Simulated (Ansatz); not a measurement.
# Ideal shear of a crystal plane in AlN

Theory: DFT PBE, scalar-relativistic, plane waves, PAW (Ansatz). Settings: plane waves to 420 eV, k-mesh 8×8×3 (Γ-centred), Gaussian smearing 0.05 eV. No spin polarisation. Energies are free energies at this smearing, counted from the undisturbed cell; pressure is positive in compression.

Reference structure (relaxed at this level):

```
CELL_PARAMETERS angstrom
-3.13024 0.00000 0.00000
-1.56512 -2.71087 0.00000
0.00000 0.00000 10.03596
ATOMIC_POSITIONS crystal
Al 0.33333 0.33333 0.90461
Al 0.33333 0.33333 0.40461
Al 0.66667 0.66667 0.15461
Al 0.66667 0.66667 0.65461
N 0.33333 0.33333 0.09539
N 0.33333 0.33333 0.59539
N 0.66667 0.66667 0.34539
N 0.66667 0.66667 0.84539
```

The cut lies on the cell's a–b face, a (0 0 1) plane (indices in the standard cell, whose axes needn't be the Cartesian ones shown) of area 8.49 Å², between layers 1.91 Å apart. Vector c is tilted by f times 1·a + 1·b (length 5.422 Å) with the atoms' Cartesian places fixed: one unrelaxed fault a cell. The traction is dγ/du, the slope of γ against the slip u in Å.

```
     f  γ (mJ/m²) traction (GPa)
0.0000          0             0.0
0.0833        449            19.7
0.1667       1681            32.6
0.2500       3086            25.6
0.3333       3694             0.0
0.4167       3267           -14.5
0.5000       2747            -6.1
0.5833       2743             4.4
0.6667       2907             0.0
0.7500       2552           -16.4
0.8333       1519           -26.7
0.9167        433           -18.5
```

Problem. Read off the first barrier and the stress needed to climb it, and compare with Frenkel's sinusoid.

Solution. The first sampled maximum lies at f = 0.333, a slip of 1.81 Å, with γ ≈ 3694 mJ/m², which stands in for the unstable fault energy γ_us, and the steepest sampled slope before it is 32.6 GPa. A sinusoid γ = γ_us sin²(πu/λ) with its maximum there has λ = 3.61 Å and a largest slope πγ_us/λ = 32.1 GPa (1 mJ/m² per Å = 0.01 GPa). The stand-in is too high: a rotation axis of order three or more passes through this point, so the curvature is the same in every direction of the plane and the point is a peak of the γ-surface, which slip goes round.

Problem. Is there a metastable fault on this line?

Solution. The samples dip to a local minimum of 2743 mJ/m² at f = 0.583. It lies off the rotation axes, between two maxima that lie on them, so it is most likely the pass between two peaks of the γ-surface: a saddle for slip across the line, a better estimate of γ_us, and no metastable fault.

The cut is rigid; relaxing the faces lowers these energies and usually the stresses.

Cost: 12 runs of about 0.89 core-minutes in all, on Intel Xeon Platinum 8581C (Emerald Rapids) (shared hosts).